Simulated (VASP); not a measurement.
A calculation with VASP 6.6.1 of Be (ASE script, structure from a CIF):

run.py

```python
from ase.calculators.vasp import Vasp
from ase.dft.bandgap import bandgap
from ase.io import read

atoms = read('Be.cif', primitive_cell=True, subtrans_included=False)
calc = Vasp(
    directory='calc',
    xc='lda',
    pp='LDA',
    setups='materialsproject',
    prec='Accurate',
    encut=520,
    ediff=1e-07,
    ismear=0,
    sigma=0.05,
    lreal=False,
    lasph=True,
    nelm=80,
    algo='Normal',
    isif=2,
    lwave=False,
    lcharg=False,
    kpts=[13, 13, 8],
    gamma=True,
)
atoms.calc = calc

print('energy (eV):', atoms.get_potential_energy())
print('free energy (eV):', atoms.get_potential_energy(force_consistent=True))
print('forces (eV/A):')
print(atoms.get_forces())
print('stress (eV/A^3, Voigt):', atoms.get_stress())
print('Fermi level (eV):', calc.get_fermi_level())
gap, top, bottom = bandgap(calc)
print('band gap (eV):', gap, 'from (spin, k, band)', top, 'to', bottom)
```

The input Be.cif:

```cif
data_Be
_cell_length_a 2.28530000
_cell_length_b 2.28530000
_cell_length_c 3.58420000
_cell_angle_alpha 90.00000000
_cell_angle_beta 90.00000000
_cell_angle_gamma 120.00000000
_space_group_name_H-M_alt 'P6_3/mmc'
_space_group_name_Hall '-P 6c 2c'
_space_group_IT_number 194
loop_
_space_group_symop_operation_xyz
'x,y,z'
'-x,-y,-z'
'x-y,x,z+1/2'
'-x+y,-x,-z+1/2'
'-y,x-y,z'
'y,-x+y,-z'
'-x,-y,z+1/2'
'x,y,-z+1/2'
'-x+y,-x,z'
'x-y,x,-z'
'y,-x+y,z+1/2'
'-y,x-y,-z+1/2'
'-y,-x,-z+1/2'
'y,x,z+1/2'
'-x,-x+y,-z'
'x,x-y,z'
'-x+y,y,-z+1/2'
'x-y,-y,z+1/2'
'y,x,-z'
'-y,-x,z'
'x,x-y,-z+1/2'
'-x,-x+y,z+1/2'
'x-y,-y,-z'
'-x+y,y,z'
loop_
_atom_site_label
_atom_site_type_symbol
_atom_site_symmetry_multiplicity
_atom_site_Wyckoff_symbol
_atom_site_fract_x
_atom_site_fract_y
_atom_site_fract_z
_atom_site_occupancy
Be1 Be 2 c 0.6666666667 0.3333333333 0.7500000000 1
```

Potentials or basis: VASP PAW LDA potentials, release 64 (Be_sv).

Launch:

```console
$ python run.py
```

**Question.** Write the same calculation in another form: native input, structure from a POSCAR.

**Answer.** As run:

INCAR

```
PREC = Accurate
ENCUT = 520
EDIFF = 1E-6
ISMEAR = 0
SIGMA = 0.05
LREAL = F
LASPH = T
NELM = 60
ALGO = Normal
ISIF = 2
LWAVE = F
LCHARG = T
GGA = CA
LELF = T
LVHAR = T
```

The input KPOINTS:

```
regular mesh
0
Gamma
  13 13 8
```

POSCAR

```
Be
1.0
    2.2853000000      0.0000000000      0.0000000000
   -1.1426500000      1.9791278553      0.0000000000
    0.0000000000      0.0000000000      3.5842000000
Be
2
Cartesian
    1.1426500001      0.6597092850      2.6881500000
   -0.0000000001      1.3194185703      0.8960500000
```

Potentials or basis: VASP PAW LDA potentials, release 64 (Be_sv).

Run with:

```console
$ cat potpaw_LDA.64/Be_sv/POTCAR > POTCAR
$ mpirun -np 1 vasp_std > vasp.out
```

Both were run:

|  | ASE script, structure from a CIF | native input, structure from a POSCAR |
| --- | --- | --- |
| Pressure | -7.8 GPa | -7.8 GPa |
| Band gap on the k mesh | none (metal or under the smearing width) | none (metal or under the smearing width) |

Keys that steer only the numerical path or the files written may differ.
